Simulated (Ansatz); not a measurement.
The cell is MoSe2, 2H-MoS2 type; cell and atoms were relaxed with r2SCAN+rVV10. Mo has 6 Se at 2.53 Å; Se has 3 Mo at 2.53 Å.

Space group P6_3/mmc (No. 194). a = 3.305 Å, b = 3.305 Å, c = 13.088 Å, α = 90.00°, β = 90.00°, γ = 120.00°
```tsv
atom	site	symmetry	x	y	z
Mo	2c	-6m2	0.3333	0.6667	0.2500
Se	4f	3m.	0.6667	0.3333	0.3766
```

4 runs of Ansatz on this cell differ in the functional (and in the settings that go with it). Levels are in eV from each run's valence top; v1 is the last filled band, c1 the first empty one.

Run A, mean stress -1.8 GPa (compression positive):
```tsv
point	v2	v1	c1	c2
Γ	-1.04	0.00	3.13	3.13
M	-1.21	-1.12	2.09	2.13
K	-0.46	-0.28	1.55	1.55
```

Run B, mean stress +1.2 GPa (compression positive):
```tsv
point	v2	v1	c1	c2
Γ	-0.98	0.00	2.58	2.58
M	-1.10	-1.10	1.60	1.64
K	-0.49	-0.33	1.16	1.16
```

Run C, mean stress -1.9 GPa (compression positive):
```tsv
point	v2	v1	c1	c2
Γ	-1.05	0.00	3.82	3.82
M	-1.23	-1.14	2.77	2.82
K	-0.47	-0.28	2.20	2.20
```

Run D, mean stress -4.5 GPa (compression positive):
```tsv
point	v2	v1	c1	c2
Γ	-0.84	0.00	2.45	2.45
M	-1.06	-0.96	1.49	1.53
K	-0.50	-0.32	1.07	1.07
```

Problem. Match the runs to LDA, r2SCAN, HSE06, PBE0.

Solution. A is HSE06, B is r2SCAN, C is PBE0, D is LDA. In order of the gap: LDA 0.83, r2SCAN 1.00, HSE06 1.39, PBE0 2.05 eV.

The values are computed, spin-unpolarised, and not measurements.

Spin-orbit coupling is left out.

The program warns that its thresholds are loose for a hybrid's stress.

The meshes of the hybrids are coarse, so their gaps aren't converged to the digits shown.
